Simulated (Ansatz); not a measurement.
# LiF, space group P6_3mc: a Berry-phase polarisation

Program: Ansatz's Python interface.

`berry_lif.py`:
```python
"""Change of polarisation in LiF when one atom moves."""

import ansatz
import numpy as np
from pymatgen.core import Lattice, Structure
from pymatgen.io.ase import AseAtomsAdaptor


def main() -> None:
    pmg_structure = Structure(
        Lattice([(3.06094, 0.0, 0.0), (-1.53047, 2.650852, 0.0), (0.0, 0.0, 4.807325)]),
        ["Li", "Li", "F", "F"],
        [
            (1 / 3, 2 / 3, 0.381154),
            (2 / 3, 1 / 3, 0.881154),
            (1 / 3, 2 / 3, 0.993844),
            (2 / 3, 1 / 3, 0.493844),
        ],
    )
    xtal = ansatz.Crystal.from_ase(AseAtomsAdaptor.get_atoms(pmg_structure))

    def polarisation(structure):
        return (
            structure.calculation()
            .functional("pbesol")
            .basis(510)
            .kpoints(6, 6, 4)
            .occupations("fixed")
            .polarization()
            .run()
            .polarization()
        )


    vectors = np.array(xtal.lattice.vectors)
    shifted = xtal.move(0, to=np.array(xtal.sites[0].position) + 0.02 * np.linalg.inv(vectors)[1])
    before, after = polarisation(xtal), polarisation(shifted)
    for label, p in (("as typed", before), ("shifted", after)):
        print(label, "reduced polarisation:", [round(axis.reduced, 4) for axis in p.axes], "modulo", p.modulus)
    # take the change on the nearest branch, then turn it into a dipole per cell
    change = np.array([b.reduced - a.reduced for a, b in zip(before.axes, after.axes)])
    change -= before.modulus * np.round(change / before.modulus)
    dipole = change @ vectors
    print("dipole change (e A):", np.round(dipole, 4) + 0.0)
    print("column of the Born charge of", xtal.sites[0].symbol, "for a shift along y:", np.round(dipole / 0.02, 2) + 0.0)


if __name__ == "__main__":
    main()
```

```console
$ python berry_lif.py
as typed reduced polarisation: [10.0, 10.0, 13.7741] modulo 1
shifted reduced polarisation: [10.0037, 10.0074, 13.7741] modulo 1
dipole change (e A): [0.     0.0195 0.    ]
column of the Born charge of Li for a shift along y: [0.   0.98 0.  ]
```

What to keep in mind:
- The structure comes from a database of computed cells and needn't be a stable or known phase.
- Polarisation is defined up to a quantum, so only the change along a continuous path has meaning.
- Hardware and time: 7.1 s on 1 thread of Arm Neoverse V2, on a shared host, peak memory 0.45 GiB.
